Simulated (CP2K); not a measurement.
# Bi (R-3m) in CP2K: further runs

Aim: see how the results for Bi move with the level of theory and the settings. Levels: PBE, LDA, PBEsol. Tasks: band structure.

All numbers are computed with CP2K 2026.2; they aren't measurements. Logs are shortened: lines on timing, memory, paths and dates and some standing lists are left out, and cuts for length are marked.

### 1 The structure

The structure is trigonal, space group R-3m (No. 166). Conventional cell: a = 4.535 Å, b = 4.535 Å, c = 11.814 Å, α = 90.00°, β = 90.00°, γ = 120.00°. Bi (site symmetry 3m) is surrounded by 6 Bi at 3.06 to 3.52 Å.

### 2 Band structure, PBE

bi_bands.inp

```
&GLOBAL
  PROJECT bi_bands
  RUN_TYPE ENERGY_FORCE
  PRINT_LEVEL LOW
&END GLOBAL
&FORCE_EVAL
  METHOD QS
  STRESS_TENSOR ANALYTICAL
  &DFT
    BASIS_SET_FILE_NAME BASIS_MOLOPT_UZH
    POTENTIAL_FILE_NAME POTENTIAL_UZH
    &MGRID
      CUTOFF 450
      REL_CUTOFF 60
      NGRIDS 4
    &END MGRID
    &QS
      METHOD GPW
      EPS_DEFAULT 1.0E-10
    &END QS
    &KPOINTS
      SCHEME MONKHORST-PACK 7 7 7
      GAMMA_CENTERED T
      SYMMETRY T
      SYMMETRY_BACKEND SPGLIB
    &END KPOINTS
    &SCF
      SCF_GUESS ATOMIC
      EPS_SCF 1.0E-6
      MAX_SCF 100
      ADDED_MOS 10
      CHOLESKY OFF
      EPS_EIGVAL 1.0E-7
      &DIAGONALIZATION ON
        ALGORITHM STANDARD
      &END DIAGONALIZATION
      &MIXING ON
        METHOD BROYDEN_MIXING
        ALPHA 0.4
        BETA 1.5
        NBUFFER 8
      &END MIXING
      &SMEAR ON
        METHOD FERMI_DIRAC
        ELECTRONIC_TEMPERATURE [K] 300.557
      &END SMEAR
    &END SCF
    &XC
      &XC_FUNCTIONAL
        &GGA_X_PBE
        &END GGA_X_PBE
        &GGA_C_PBE
        &END GGA_C_PBE
      &END XC_FUNCTIONAL
    &END XC
    &PRINT
      &KPOINTS ON
      &END KPOINTS
      &MULLIKEN ON
      &END MULLIKEN
      &MO ON
        ENERGIES T
        OCCUPATION_NUMBERS T
        &EACH
          QS_SCF 0
        &END EACH
        ADD_LAST NUMERIC
      &END MO
      &BAND_STRUCTURE
        FILE_NAME bands.bs
        ADDED_MOS 4
        &KPOINT_SET
          UNITS B_VECTOR
          NPOINTS 8
          SPECIAL_POINT GAMMA 0.00000000 0.00000000 0.00000000
          SPECIAL_POINT L 0.50000000 0.00000000 0.00000000
          SPECIAL_POINT B1 0.50000000 0.24034345 -0.24034345
        &END KPOINT_SET
        &KPOINT_SET
          UNITS B_VECTOR
          NPOINTS 8
          SPECIAL_POINT B 0.75965655 0.50000000 0.24034345
          SPECIAL_POINT Z 0.50000000 0.50000000 0.50000000
          SPECIAL_POINT GAMMA 0.00000000 0.00000000 0.00000000
          SPECIAL_POINT X 0.37017172 0.00000000 -0.37017172
        &END KPOINT_SET
        &KPOINT_SET
          UNITS B_VECTOR
          NPOINTS 8
          SPECIAL_POINT Q 0.62982828 0.37017172 0.00000000
          SPECIAL_POINT F 0.50000000 0.50000000 0.00000000
          SPECIAL_POINT P1 0.62982828 0.62982828 0.24034345
          SPECIAL_POINT Z 0.50000000 0.50000000 0.50000000
        &END KPOINT_SET
        &KPOINT_SET
          UNITS B_VECTOR
          NPOINTS 8
          SPECIAL_POINT L 0.50000000 0.00000000 0.00000000
          SPECIAL_POINT P 0.75965655 0.37017172 0.37017172
        &END KPOINT_SET
      &END BAND_STRUCTURE
    &END PRINT
  &END DFT
  &SUBSYS
    &CELL
      ABC 4.7289800521 4.7289800521 4.7289800521
      ALPHA_BETA_GAMMA 57.3042342292 57.3042342285 57.3042342283
      PERIODIC XYZ
    &END CELL
    &COORD
      SCALED
      Bi  0.7660000000 0.7660000000 0.7660000000
      Bi  0.2340000000 0.2340000000 0.2340000000
    &END COORD
    &KIND Bi
      BASIS_SET TZVP-MOLOPT-PBE-GTH-q5
      POTENTIAL GTH-PBE-q5
    &END KIND
    &PRINT
      &ATOMIC_COORDINATES ON
      &END ATOMIC_COORDINATES
      &CELL ON
      &END CELL
    &END PRINT
  &END SUBSYS
  &PRINT
    &FORCES ON
    &END FORCES
    &STRESS_TENSOR ON
    &END STRESS_TENSOR
  &END PRINT
&END FORCE_EVAL
```

Potentials or basis: POTENTIAL_UZH Bi GTH-PBE-q5; TZVP-MOLOPT-PBE-GTH basis.

Launch:

```bash
$ OMP_NUM_THREADS=2 cp2k.psmp -i bi_bands.inp -o bi_bands.out
```

bi_bands.out:

```text

 CP2K| version string:                                       CP2K version 2026.2
 CP2K| Input file name                                              bi_bands.inp

 GLOBAL| Force Environment number                                              1
 GLOBAL| Basis set file name                                    BASIS_MOLOPT_UZH
 GLOBAL| Potential file name                                       POTENTIAL_UZH
 GLOBAL| MM Potential file name                                     MM_POTENTIAL
 GLOBAL| Coordinate file name                                      __STD_INPUT__
 GLOBAL| Method name                                                        CP2K
 GLOBAL| Project name                                                   bi_bands
 GLOBAL| Run type                                                   ENERGY_FORCE
 GLOBAL| FFT library                                                       FFTW3
[... 5 lines left out ...]
 GLOBAL| Global print level                                                  LOW
 GLOBAL| Total number of message passing processes                             1
 GLOBAL| Number of threads for this process                                    2
 GLOBAL| CPU model name                     Intel(R) Xeon(R) Processor @ 2.70GHz

 CELL| Volume [angstrom^3]:                                            70.139219
 CELL| Vector a [angstrom]:       4.729     0.000     0.000   |a| =     4.728980
 CELL| Vector b [angstrom]:       2.554     3.980     0.000   |b| =     4.728980
 CELL| Vector c [angstrom]:       2.554     1.396     3.727   |c| =     4.728980
 CELL| Angle (b,c), alpha [degree]:                                    57.304234
 CELL| Angle (a,c), beta  [degree]:                                    57.304234
 CELL| Angle (a,b), gamma [degree]:                                    57.304234
 CELL| Numerically orthorhombic:                                              NO
 CELL| Periodicity                                                           XYZ

 CELL_REF| Volume [angstrom^3]:                                        70.139219
 CELL_REF| Vector a [angstrom     4.729     0.000     0.000   |a| =     4.728980
 CELL_REF| Vector b [angstrom     2.554     3.980     0.000   |b| =     4.728980
 CELL_REF| Vector c [angstrom     2.554     1.396     3.727   |c| =     4.728980
 CELL_REF| Angle (b,c), alpha [degree]:                                57.304234
 CELL_REF| Angle (a,c), beta  [degree]:                                57.304234
 CELL_REF| Angle (a,b), gamma [degree]:                                57.304234
 CELL_REF| Numerically orthorhombic:                                          NO
 CELL_REF| Periodicity                                                       XYZ
[... 9 lines left out ...]
 TOTAL NUMBERS AND MAXIMUM NUMBERS

  Total number of            - Atomic kinds:                                   1
                             - Atoms:                                          2
                             - Shell sets:                                     2
                             - Shells:                                        14
                             - Primitive Cartesian functions:                 10
                             - Cartesian basis functions:                     36
                             - Spherical basis functions:                     34

  Maximum angular momentum of- Orbital basis functions:                        2
                             - Local part of the GTH pseudopotential:          0
                             - Non-local part of the GTH pseudopotential:      4

 MODULE QUICKSTEP: ATOMIC COORDINATES IN ANGSTROM

   Atom Kind Element         X             Y             Z       Z(eff)     Mass
      1    1 Bi   83      7.535880      4.117592      2.854792   5.0000 208.9804
      2    1 Bi   83      2.302083      1.257854      0.872090   5.0000 208.9804

 SCF PARAMETERS         Density guess:                                    ATOMIC
[... 9 lines left out ...]
                        --------------------------------------------------------
                        level_shift [a.u.]:                             0.000000
                        added MOs                                        10    0
                        --------------------------------------------------------
                        Mixing method:                            BROYDEN_MIXING
                                                charge density mixing in g-space
                        --------------------------------------------------------
                        Smear method:                                FERMI_DIRAC
                        Electronic temperature [K]:                        300.6
                        Electronic temperature [a.u.]:                  9.52E-04
                        Accuracy threshold:                             1.00E-10
[... 76 lines left out ...]
     5 Broy./Diag. 0.40E+00    4.5     0.00125398       -10.9728035210  7.71E-03
     6 Broy./Diag. 0.40E+00    4.4     0.00016901       -10.9723275685  4.76E-04
     7 Broy./Diag. 0.40E+00    4.0     0.00006899       -10.9725668343 -2.39E-04
     8 Broy./Diag. 0.40E+00    2.6     0.00001856       -10.9728547394 -2.88E-04
     9 Broy./Diag. 0.40E+00    3.0     0.00000240       -10.9729004453 -4.57E-05
    10 Broy./Diag. 0.40E+00    3.6     0.00000377       -10.9729022532 -1.81E-06
    11 Broy./Diag. 0.40E+00    3.0     0.00000286       -10.9729003244  1.93E-06
    12 Broy./Diag. 0.40E+00    2.9     0.00000084       -10.9728945766  5.75E-06

  *** SCF run converged in    12 steps ***

  Electronic density on regular grids:        -10.0000000000       -0.0000000000
  Core density on regular grids:                9.9999999960       -0.0000000040
  Total charge density on r-space grids:       -0.0000000040
  Total charge density g-space grids:          -0.0000000040

  Overlap energy of the core charge distribution:               0.00000000043166
  Self energy of the core charge distribution:                -22.84652831648090
  Core Hamiltonian energy:                                      4.48065945691540
  Hartree energy:                                              10.08430939898179
  Exchange-correlation energy:                                 -2.69133320416845
  Electronic entropic energy:                                  -0.00000191224373
  Fermi energy:                                                 0.16118062888044

  Total energy:                                               -10.97289457657867
  Total energy (extrapolated to T->0):                        -10.97289362045681

 MO| EIGENVALUES AND OCCUPATION NUMBERS FOR K POINT 1
 MO|
 MO|  Index      Eigenvalue [a.u.]        Eigenvalue [eV]             Occupation
 MO|      1              -0.279265              -7.599188               2.000000
 MO|      2              -0.194210              -5.284709               2.000000
 MO|      3               0.130958               3.563547               2.000000
 MO|      4               0.135672               3.691822               2.000000
 MO|      5               0.135672               3.691822               2.000000
 MO|      6               0.191265               5.204596               0.000000
 MO|      7               0.191265               5.204596               0.000000
 MO|      8               0.197537               5.375242               0.000000
 MO|      9               0.458216              12.468678               0.000000
 MO|     10               0.535079              14.560239               0.000000
 MO|     11               0.535079              14.560242               0.000000
 MO|     12               0.562377              15.303059               0.000000
 MO|     13               0.667203              18.155508               0.000000
[... 270 lines left out ...]
 MO|      4               0.125907               3.426104               2.000000
 MO|      5               0.152692               4.154968               1.999732
 MO|      6               0.178069               4.845503               0.000000
 MO|      7               0.203994               5.550965               0.000000
 MO|      8               0.289255               7.871021               0.000000
 MO|      9               0.411238              11.190361               0.000000
 MO|     10               0.470739              12.809464               0.000000
 MO|     11               0.530732              14.441949               0.000000
 MO|     12               0.537597              14.628758               0.000000
 MO|     13               0.613055              16.682072               0.000000
 MO|     14               0.715893              19.480435               0.000000
 MO|     15               0.740986              20.163256               0.000000
 MO| Sum:                                                               9.999732
 MO| E(Fermi):            0.161181 a.u.          4.385948 eV

 [... the levels of further k-points ...]

 !-----------------------------------------------------------------------------!
                     Mulliken Population Analysis

 #  Atom  Element  Kind  Atomic population                           Net charge
       1     Bi       1          5.000000                             -0.000000
       2     Bi       1          5.000000                              0.000000
 # Total charge                             10.000000                  0.000000

 !-----------------------------------------------------------------------------!

 KPOINTS| Band Structure Calculation
 KPOINTS| Number of k-point sets                                               4
 KPOINTS| Number of added MOs/bands                                            4
 KPOINTS| Number of k-points in set    1                                      17
 KPOINTS| In units of b-vector [2pi/Bohr]
 KPOINTS| Special point     1       GAMMA     0.000000     0.000000     0.000000
 KPOINTS| Special point     2           L     0.500000     0.000000     0.000000
 KPOINTS| Special point     3          B1     0.500000     0.240343    -0.240343
 KPOINTS| Number of k-points in set    2                                      25
 KPOINTS| In units of b-vector [2pi/Bohr]
 KPOINTS| Special point     1           B     0.759657     0.500000     0.240343
 KPOINTS| Special point     2           Z     0.500000     0.500000     0.500000
 KPOINTS| Special point     3       GAMMA     0.000000     0.000000     0.000000
 KPOINTS| Special point     4           X     0.370172     0.000000    -0.370172
 KPOINTS| Number of k-points in set    3                                      25
 KPOINTS| In units of b-vector [2pi/Bohr]
 KPOINTS| Special point     1           Q     0.629828     0.370172     0.000000
 KPOINTS| Special point     2           F     0.500000     0.500000     0.000000
 KPOINTS| Special point     3          P1     0.629828     0.629828     0.240343
 KPOINTS| Special point     4           Z     0.500000     0.500000     0.500000
 KPOINTS| Number of k-points in set    4                                       9
 KPOINTS| In units of b-vector [2pi/Bohr]
 KPOINTS| Special point     1           L     0.500000     0.000000     0.000000
 KPOINTS| Special point     2           P     0.759657     0.370172     0.370172

 ENERGY| Total FORCE_EVAL ( QS ) energy [hartree]            -10.972891618715671

 FORCES| Atomic forces [hartree/bohr]
 FORCES|   Atom     x               y               z               |f|
 FORCES|      1 -4.31632222E-03 -2.35842875E-03 -1.63513918E-03   5.18329083E-03
 FORCES|      2  4.31632222E-03  2.35842875E-03  1.63513918E-03   5.18329083E-03
 FORCES| Sum     2.67841305E-15 -5.21804822E-15  4.85722573E-16
 FORCES| Total atomic force                                       5.88539294E-15

 STRESS| Analytical stress tensor [bar]
 STRESS|                        x                   y                   z
 STRESS|      x        2.56664377696E+04  -1.28763470120E+03  -8.92738632011E+02
 STRESS|      y       -1.28763470120E+03   2.73194523948E+04  -4.87797652714E+02
 STRESS|      z       -8.92738632011E+02  -4.87797652714E+02   2.76848282633E+04
 STRESS| 1/3 Trace                                             2.68902394759E+04
 STRESS| Determinant                                           1.93375051121E+13

 STRESS| Eigenvectors and eigenvalues of the analytical stress tensor [bar]
 STRESS|                        1                   2                   3
 STRESS| Eigenvalues   2.46246785351E+04   2.80230142105E+04   2.80230256821E+04
 STRESS|      x           0.832736559271     -0.550888678664     -0.055420993974
 STRESS|      y           0.455007832520      0.737941955057     -0.498407005680
 STRESS|      z           0.315464253441      0.389824748683      0.865169908235
```

Wall time 48 s (2 threads of Intel Xeon at 2.70GHz, shared host); peak memory 0.4 GiB.

What came out:

* Free energy: -298.5876 eV
* Pressure: 2.7 GPa
* Largest force: 0.267 eV/Å
* Band gap along the path: none (metal or under the smearing width)

Forces on the atoms (eV/Å):
```
Bi  -0.222 -0.121 -0.084
Bi   0.222  0.121  0.084
```

Stress tensor (GPa, compression positive):
```
 2.57 -0.13 -0.09
-0.13  2.73 -0.05
-0.09 -0.05  2.77
```

Levels at the corners of the path, in eV from the Fermi level:
```
point  band 3  band 4  band 5  band 6  band 7  band 8
    Γ   -1.42   -1.15   -1.15    2.67    3.21    3.21
    L   -1.30   -1.22   -0.20   -0.14    0.52    1.03
   B1   -4.19   -4.09   -0.36    0.89    5.56    5.58
    B   -4.19   -4.09   -0.36    0.89    5.56    5.58
    Z   -0.80   -0.64   -0.64    0.69    0.69    0.91
    Γ   -1.42   -1.15   -1.15    2.67    3.21    3.21
    X   -4.49   -2.52   -2.50    3.25    3.26    5.37
    Q   -4.49   -2.52   -2.50    3.25    3.26    5.37
    F   -4.79   -3.05   -2.94    2.52    5.32    6.17
   P1   -4.55   -2.50   -2.40    2.98    3.65    5.55
    Z   -0.80   -0.64   -0.64    0.69    0.69    0.91
    L   -1.30   -1.22   -0.20   -0.14    0.52    1.03
    P   -4.55   -2.50   -2.40    2.98    3.65    5.55
```

Caveat: spin-orbit coupling is left out, which moves the levels of the heavy elements; the basis of atomic orbitals isn't converged, which shifts pressures, moduli and gaps.

### 3 Band structure, PBE

bi_bands.inp: that of step 2 with these lines changed.

```diff
@@ -44,3 +44,3 @@
         METHOD FERMI_DIRAC
-        ELECTRONIC_TEMPERATURE [K] 300.557
+        ELECTRONIC_TEMPERATURE 1160.45
       &END SMEAR
@@ -48,7 +48,3 @@
     &XC
-      &XC_FUNCTIONAL
-        &GGA_X_PBE
-        &END GGA_X_PBE
-        &GGA_C_PBE
-        &END GGA_C_PBE
+      &XC_FUNCTIONAL PBE
       &END XC_FUNCTIONAL
@@ -68,8 +64,13 @@
       &END MO
+      &LOWDIN ON
+      &END LOWDIN
+      &HIRSHFELD ON
+        SHAPE_FUNCTION DENSITY
+      &END HIRSHFELD
       &BAND_STRUCTURE
         FILE_NAME bands.bs
-        ADDED_MOS 4
+        ADDED_MOS 6
         &KPOINT_SET
           UNITS B_VECTOR
-          NPOINTS 8
+          NPOINTS 10
           SPECIAL_POINT GAMMA 0.00000000 0.00000000 0.00000000
@@ -80,3 +81,3 @@
           UNITS B_VECTOR
-          NPOINTS 8
+          NPOINTS 10
           SPECIAL_POINT B 0.75965655 0.50000000 0.24034345
@@ -88,3 +89,3 @@
           UNITS B_VECTOR
-          NPOINTS 8
+          NPOINTS 10
           SPECIAL_POINT Q 0.62982828 0.37017172 0.00000000
@@ -96,3 +97,3 @@
           UNITS B_VECTOR
-          NPOINTS 8
+          NPOINTS 10
           SPECIAL_POINT L 0.50000000 0.00000000 0.00000000
@@ -105,4 +106,5 @@
     &CELL
-      ABC 4.7289800521 4.7289800521 4.7289800521
-      ALPHA_BETA_GAMMA 57.3042342292 57.3042342285 57.3042342283
+      A 4.7289800521 0.0000000000 0.0000000000
+      B 2.5544916029 3.9796764924 0.0000000000
+      C 2.5544916029 1.3957698558 3.7268822753
       PERIODIC XYZ
```

Potentials or basis: POTENTIAL_UZH Bi GTH-PBE-q5; TZVP-MOLOPT-PBE-GTH basis.

Launch:

```bash
$ OMP_NUM_THREADS=2 cp2k.psmp -i bi_bands.inp -o bi_bands.out
```

It took 53 s on 2 threads of Intel Xeon at 2.70GHz, shared host; peak memory 0.4 GiB.

Results (log left out):

* Free energy: -298.5903 eV
* Pressure: 2.7 GPa
* Largest force: 0.271 eV/Å
* Band gap along the path: none (metal or under the smearing width)

Forces in eV/Å, atoms in the order of the input:
```
Bi  -0.225 -0.123 -0.085
Bi   0.225  0.123  0.085
```

Stress tensor (GPa, compression positive):
```
 2.62 -0.09 -0.06
-0.09  2.73 -0.03
-0.06 -0.03  2.76
```

Levels at the corners of the path, in eV from the Fermi level:
```
point  band 1  band 2  band 3  band 4  band 5  band 6  band 7  band 8  band 9  band 10
    Γ  -13.21   -7.23   -1.48   -1.21   -1.21    2.61    3.15    3.15    6.48     6.48
    L  -11.21  -10.54   -1.36   -1.28   -0.26   -0.20    0.46    0.97    9.29     9.74
   B1  -10.88  -10.22   -4.25   -4.15   -0.42    0.83    5.50    5.52    6.81     7.00
    B  -10.88  -10.22   -4.25   -4.15   -0.42    0.83    5.50    5.52    6.81     7.00
    Z  -11.93   -9.91   -0.86   -0.70   -0.70    0.63    0.63    0.85    8.40    10.51
    Γ  -13.21   -7.23   -1.48   -1.21   -1.21    2.61    3.15    3.15    6.48     6.48
    X  -10.88  -10.25   -4.55   -2.58   -2.56    3.19    3.20    5.31    6.25     8.75
    Q  -10.88  -10.25   -4.55   -2.58   -2.56    3.19    3.20    5.31    6.25     8.75
    F  -11.34   -9.43   -4.85   -3.11   -3.00    2.46    5.26    6.11    7.10    10.22
   P1  -11.19   -9.92   -4.61   -2.56   -2.45    2.92    3.59    5.49    6.31     9.19
    Z  -11.93   -9.91   -0.86   -0.70   -0.70    0.63    0.63    0.85    8.40    10.51
    L  -11.21  -10.54   -1.36   -1.28   -0.26   -0.20    0.46    0.97    9.29     9.74
    P  -11.19   -9.92   -4.61   -2.56   -2.45    2.92    3.59    5.49    6.31     9.19
```

Caveat: spin-orbit coupling is left out, which moves the levels of the heavy elements; the basis of atomic orbitals isn't converged, which shifts pressures, moduli and gaps.

(Part 1 of 2 ends here.)
